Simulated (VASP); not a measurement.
## BAs: elastic constants with r2SCAN

Crystal: BAs.

```
CELL_PARAMETERS angstrom
0.00000 2.39318 2.39318
2.39318 0.00000 2.39318
2.39318 2.39318 0.00000
ATOMIC_POSITIONS crystal
B 0.00000 0.00000 0.00000
As 0.25000 0.25000 0.25000
```

```
Program                   : VASP 6.6.1
Task                      : elastic constants
Functional                : r2SCAN
Potentials or basis       : VASP PAW PBE potentials, release 64 (B, As)
Cutoff                    : 600 eV
k mesh                    : 10 × 10 × 10
Occupations               : gaussian, width 0.03 eV
Spin                      : no spin polarisation
Ions in elastic constants : relaxed
Further INCAR settings    : ALGO = Normal; EDIFF = 1e-08; IBRION = 6; POTIM = 0.015; NSW = 1; ISIF = 3
```

The elastic constants C11, C12, C44 are 290, 68, 157 GPa and the voigt bulk modulus is 142 GPa. The highest phonon frequency at Γ, LO-TO splitting left out is 700 cm⁻¹.

Phonon frequencies in cm⁻¹ (negative: imaginary):
```csv
q point,frequencies
"(0.000, 0.000, 0.000)",0 0 0 700 700 700
```

Elastic tensor in Voigt notation (GPa, in the Cartesian axes of the cell as first typed):
```
290  68  68   0   0   0
 68 290  68   0   0   0
 68  68 290   0   0   0
  0   0   0 157   0   0
  0   0   0   0 157   0
  0   0   0   0   0 157
```

Clamped-ion elastic tensor (GPa):
```
290  68  68   0   0   0
 68 290  68   0   0   0
 68  68 290   0   0   0
  0   0   0 173   0   0
  0   0   0   0 173   0
  0   0   0   0   0 173
```

Wall time 45 min on 1 thread of Intel(R) Xeon(R) Platinum 8259CL CPU @ 2.50GHz (Skylake/Cascade Lake), with other jobs on the host, peak memory 0.3 GiB.

Caveat: the PAW data sets were made with another functional, which shifts forces and pressure a little.
